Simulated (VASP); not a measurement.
# AlN (P6_3mc) in VASP: notebook, part 2 of 2

VASP 6.6.1. Earlier steps stand in the parts before.

## Step 5: Relaxation of cell and atoms, LDA

INCAR

```
  PREC = Accurate
  ENCUT = 600
  EDIFF = 1E-6
  ISMEAR = 0
  SIGMA = 0.03
  LREAL = F
  LASPH = T
  NELM = 80
  ALGO = Normal
  ISIF = 3
  LWAVE = F
  LCHARG = F
  IBRION = 2
  NSW = 90
  EDIFFG = -0.01
```

KPOINTS

```
regular mesh
0
Gamma
  12 12 6
```

POSCAR

```
AlN
1.0
    3.1130000000      0.0000000000      0.0000000000
   -1.5565000000      2.6959370820      0.0000000000
    0.0000000000      0.0000000000      4.9810000000
Al N
2 2
Direct
    0.3333333333      0.6666666667      0.0000000000
    0.6666666667      0.3333333333      0.5000000000
    0.3333333333      0.6666666667      0.3800000000
    0.6666666667      0.3333333333      0.8800000000
```

Potentials or basis: VASP PAW LDA potentials, release 64 (Al, N).

Started as:

```bash
$ cat potpaw_LDA.64/Al/POTCAR potpaw_LDA.64/N/POTCAR > POTCAR
$ mpirun -np 1 vasp_std > vasp.out
```

OUTCAR:

```text
PREC = Accurate
   ENCUT = 600
   EDIFF = 1E-6
   ISMEAR = 0
   LREAL = F
   LASPH = T
   NELM = 80
   ISIF = 3
   IBRION = 2
   NSW = 90
   EDIFFG = -0.01

 ion  position               nearest neighbor table
   1  0.333  0.667  0.000-   3 1.89   4 1.89   4 1.89   4 1.89   2 3.07   2 3.07   2 3.07   2 3.07
                             2 3.07   2 3.07
   2  0.667  0.333  0.500-   4 1.89   3 1.89   3 1.89   3 1.89   1 3.07   1 3.07   1 3.07   1 3.07
                             1 3.07   1 3.07
   3  0.333  0.667  0.380-   1 1.89   2 1.89   2 1.89   2 1.89
   4  0.667  0.333  0.880-   2 1.89   1 1.89   1 1.89   1 1.89

  LATTYP: Found a hexagonal cell.
 ALAT       =     3.1130000000
 C/A-ratio  =     1.6000642467

  Lattice vectors:

 A1 = (   3.1130000000,   0.0000000000,   0.0000000000)
 A2 = (  -1.5565000000,   2.6959370820,   0.0000000000)
 A3 = (   0.0000000000,   0.0000000000,   4.9810000000)

Analysis of symmetry for initial positions (statically):
=====================================================================
 Subroutine PRICEL returns:
 Original cell was already a primitive cell.

 Routine SETGRP: Setting up the symmetry group for a
 hexagonal supercell.

 Subroutine GETGRP returns: Found 12 space group operations
 (whereof  6 operations were pure point group operations)
 out of a pool of 24 trial point group operations.

The static configuration has the point symmetry C_3v.
 The point group associated with its full space group is C_6v.

Analysis of symmetry for dynamics (positions and initial velocities):
=====================================================================
 Subroutine PRICEL returns:
 Original cell was already a primitive cell.

 Routine SETGRP: Setting up the symmetry group for a
 hexagonal supercell.

 Subroutine GETGRP returns: Found 12 space group operations
 (whereof  6 operations were pure point group operations)
 out of a pool of 24 trial point group operations.

The dynamic configuration has the point symmetry C_3v.
 The point group associated with its full space group is C_6v.

 Subroutine INISYM returns: Found 12 space group operations
 (whereof  6 operations are pure point group operations),
 and found     1 'primitive' translations

----------------------------------------------------------------------------------------

                                     Primitive cell

  volume of cell :      41.8028

  direct lattice vectors                    reciprocal lattice vectors
     3.113000000  0.000000000  0.000000000     0.321233537  0.185464269  0.000000000
    -1.556500000  2.695937082  0.000000000     0.000000000  0.370928538  0.000000000
     0.000000000  0.000000000  4.981000000     0.000000000  0.000000000  0.200762899

  length of vectors
     3.113000000  3.113000000  4.981000000     0.370928538  0.370928538  0.200762899

  position of ions in fractional coordinates (direct lattice)
     0.333333333  0.666666667  0.000000000
     0.666666667  0.333333333  0.500000000
     0.333333333  0.666666667  0.380000000
     0.666666667  0.333333333  0.880000000

  ion indices of the primitive-cell ions
   primitive index   ion index
                 1           1
                 2           2
                 3           3
                 4           4

----------------------------------------------------------------------------------------
[... 62 lines left out ...]
   ISTART =      0    job   : 0-new  1-cont  2-samecut
   ICHARG =      2    charge: 1-file 2-atom 10-const
   ISPIN  =      1    spin polarized calculation?
   LNONCOLLINEAR =      F non collinear calculations
   LSORBIT =      F    spin-orbit coupling
   LASPH  =      T    aspherical Exc in radial PAW
   ENCUT  =  600.0 eV  44.10 Ry    6.64 a.u.   6.22  6.22  9.95*2*pi/ulx,y,z
   NELM   =     80;   NELMIN=  2; NELMDL= -5     # of ELM steps
   EDIFF  = 0.1E-05   stopping-criterion for ELM
   LREAL  =      F    real-space projection
   EDIFFG = -.1E-01   stopping-criterion for IOM
   NSW    =     90    number of steps for IOM
   IBRION =      2    ionic relax: 0-MD 1-quasi-New 2-CG
   NFREE  =      1    steps in history (QN), initial steepest desc. (CG)
   ISIF   =      3    stress and relaxation
   ISYM   =      2    0-nonsym 1-usesym 2-fastsym
   POTIM  = 0.5000    time-step for ionic-motion
   TEBEG  =    0.0;   TEEND  =   0.0 temperature during run
   PSTRESS=    0.0 pullay stress
   NELECT =      16.0000    total number of electrons
   NUPDOWN=      -1.0000    fix difference up-down
   EMIN   =  10.00;   EMAX   =-10.00  energy-range for DOS
   EFERMI =   0.00;   METHOD = LEGACY
   ISMEAR =     0;   SIGMA  =   0.03  broadening in eV -4-tet -1-fermi 0-gaus
   EFERMI_NEDOS =   21; number of points for ismear=-14 and -15
   IALGO  =     38    algorithm
   IMIX   =      4    mixing-type and parameters
     AMIX     =   0.40;   BMIX     =  1.00
     AMIX_MAG =   1.60;   BMIX_MAG =  1.00
  volume/ion in A,a.u.               =      10.45        70.52
  Fermi-wavevector in a.u.,A,eV,Ry     =   1.188629  2.246183 19.222843  1.412839
  Thomas-Fermi vector in A             =   2.324754
   LORBIT       =      0    0 simple, 1 ext, 2 COOP (PROOUT), +10 PAW based schemes
   GGA     = CA    functional components
   LHFCALC =     F    Hartree Fock is set to
   AEXX    =    0.0000 exact exchange contribution
   IVDW    =     0    specifies the selected vdW correction
   LEPSILON=     F    determine dielectric tensor
   LRPA    =     F    only Hartree local field effects (RPA)
 conjugate gradient relaxation of ions
 non-spin polarized calculation
 Gauss-broadening in eV      SIGMA  =   0.03
  energy-cutoff  :      600.00
  volume of cell :       41.80
 maximum number of plane-waves:      1412
 NGX is ok and might be reduce to    28
   NGX = 13   NGY = 13   NGZ = 19

--------------------------------------- Ionic step        1  -------------------------------------------

 number of electron      16.0000000 magnetization

 Free energy of the ion-electron system (eV)
  ---------------------------------------------------
  ext. energy  EPLUGINS =         0.00000000
  ---------------------------------------------------
  free energy    TOTEN  =       -32.83093628 eV

  energy without entropy =      -32.83093628  energy(sigma->0) =      -32.83093628

------------------------ aborting loop because EDIFF is reached ----------------------------------------

  FORCE on cell =-STRESS in cart. coord.  units (eV):
  Direction    XX          YY          ZZ          XY          YZ          ZX
  --------------------------------------------------------------------------------------
  -------------------------------------------------------------------------------------
  Total       -1.2479668     -1.2479668     -0.8012143      0.0000000      0.0000000      0.0000000
  in kB      -47.8308618    -47.8308618    -30.7081662      0.0000000      0.0000000      0.0000000
  external PRESSURE =     -42.1232966 kB  Pullay stress =       0.0000000 kB
[... 177 lines left out ...]
--------------------------------------- Ionic step        6  -------------------------------------------

 number of electron      15.9999999 magnetization

 Free energy of the ion-electron system (eV)
  ---------------------------------------------------
  ext. energy  EPLUGINS =         0.00000000
  ---------------------------------------------------
  free energy    TOTEN  =       -32.84353646 eV

  energy without entropy =      -32.84353646  energy(sigma->0) =      -32.84353646

 E-fermi :   6.2906     XC(G=0): -11.3340

 val. band max:        6.0924438069   @ k =   0.0000   0.0000   0.0000
 cond. band min:      10.4984169674   @ k =   0.0000   0.0000   0.0000
 fundamental gap:      4.4059731606
 Fermi energy:         6.2905751440

 k-point     1 :       0.0000    0.0000    0.0000
  band No.  band energies     occupation
      1      -9.0668      2.00000
      2      -6.7798      2.00000
      3      -0.0512      2.00000
      4       5.2053      2.00000
      5       5.2053      2.00000
      6       5.8663      2.00000
      7       5.8663      2.00000
      8       6.0924      2.00000
      9      10.4984      0.00000
     10      12.8053      0.00000
     11      16.7315      0.00000
     12      17.1761      0.00000
[... 331 lines left out ...]
 k-point    24 :       0.3333    0.0000    0.1667
  band No.  band energies     occupation
      1      -7.6714      2.00000
      2      -6.3453      2.00000
      3       1.0677      2.00000
      4       2.0811      2.00000
      5       2.6794      2.00000
      6       4.2724      2.00000
      7       5.2788      2.00000
      8       5.4170      2.00000
      9      11.9161      0.00000
     10      12.6844      0.00000
     11      14.6377      0.00000
     12      16.2558      0.00000

 [... further k-points ...]
[... 5 lines left out ...]
  --------------------------------------------------------------------------------------
  -------------------------------------------------------------------------------------
  Total        0.0171293      0.0171293      0.0329697      0.0000000      0.0000000     -0.0000000
  in kB        0.6705508      0.6705508      1.2906413      0.0000000      0.0000000     -0.0000000
  external PRESSURE =       0.8772476 kB  Pullay stress =       0.0000000 kB
[... 19 lines left out ...]
  FREE ENERGIE OF THE ION-ELECTRON SYSTEM (eV)
  ---------------------------------------------------
  free  energy   TOTEN  =       -32.8435364594 eV

  energy  without entropy=      -32.8435364594  energy(sigma->0) =      -32.84353646

 reached required accuracy - stopping structural energy minimisation
```

Run time: 92 s. Hardware: 1 thread of Intel Xeon Platinum 8259CL at 2.50GHz (Skylake/Cascade Lake), shared host; peak memory 0.18 GiB.

What came out:

* Free energy: -32.8435 eV
* Relaxed volume: 10.23 Å³/atom
* Relaxed cell: a = 3.091 Å, b = 3.091 Å, c = 4.947 Å, α = 90.00°, β = 90.00°, γ = 120.00°
* Space group after relaxing (to 0.05 Å): P6_3mc (No. 186)
* Energy gained by relaxing: 3.2 meV/atom
* Ionic steps: 6
* Pressure after relaxing: 0.1 GPa
* Largest force after relaxing: 0.005 eV/Å
* Band gap on the k mesh: 4.41 eV, direct

Forces in eV/Å, atoms in the order of the input:
```
Al   0.000  0.000 -0.005
Al   0.000  0.000 -0.005
N    0.000  0.000  0.005
N    0.000  0.000  0.005
```

Step by step:
```tsv
step	energy change (eV)	largest force (eV/Å)	pressure (GPa)	volume (Å³)
1	0.0000	0.1194	-4.21	41.80
2	-0.0009	0.0854	4.30	40.16
3	-0.0124	0.0200	-0.04	40.96
4	-0.0124	0.0180	0.06	40.94
5	-0.0126	0.0112	0.08	40.93
6	-0.0126	0.0047	0.09	40.93
```

Final structure:
```
CELL_PARAMETERS angstrom
3.09088 0.00000 0.00000
-1.54544 2.67678 0.00000
0.00000 0.00000 4.94680
ATOMIC_POSITIONS crystal
Al 0.33333 0.66667 0.99905
Al 0.66667 0.33333 0.49905
N 0.33333 0.66667 0.38095
N 0.66667 0.33333 0.88095
```

Levels at points of the mesh, in eV from the valence-band top:
| k point | band 6 | band 7 | band 8 | band 9 | band 10 | band 11 |
| --- | --- | --- | --- | --- | --- | --- |
| (0.00, 0.00, 0.00) | -0.23 | -0.23 | 0.00 | 4.41 | 6.71 | 10.64 |
| (0.50, 0.00, 0.00) | -2.14 | -1.84 | -0.71 | 5.72 | 5.72 | 8.25 |
| (0.00, 0.00, 0.50) | -0.57 | -0.57 | -0.57 | 6.59 | 6.59 | 10.30 |
| (0.50, 0.00, 0.50) | -1.51 | -1.40 | -1.40 | 5.25 | 5.25 | 9.20 |

A k mesh can miss the band edges. LDA usually gives volumes a few per cent too small.

## Step 6: Overview

```csv
task,level,potentials or basis,cell,gap on the mesh (eV),pressure (GPa),relaxed volume (Å³/atom)
relaxation of shape and atoms at fixed volume,PBE+D3(BJ),"VASP PAW PBE potentials, release 64 (Al, N)",atoms relaxed at fixed volume from: a relaxed cell with its volume scaled by 1.06,3.76,-10.5,-
relaxation of cell and atoms,PBE,"VASP PAW PBE potentials, release 64 (Al, N)",relaxed,4.06,0.0,10.62
relaxation of cell and atoms,LDA,"VASP PAW LDA potentials, release 64 (Al, N)",relaxed,4.41,0.1,10.23
```

Alike in all rows: no spin polarisation; k mesh 12 × 12 × 6; cutoff (eV) 600; smearing gaussian 0.03 eV.

Absolute energies hang on the potentials; compare differences alone.
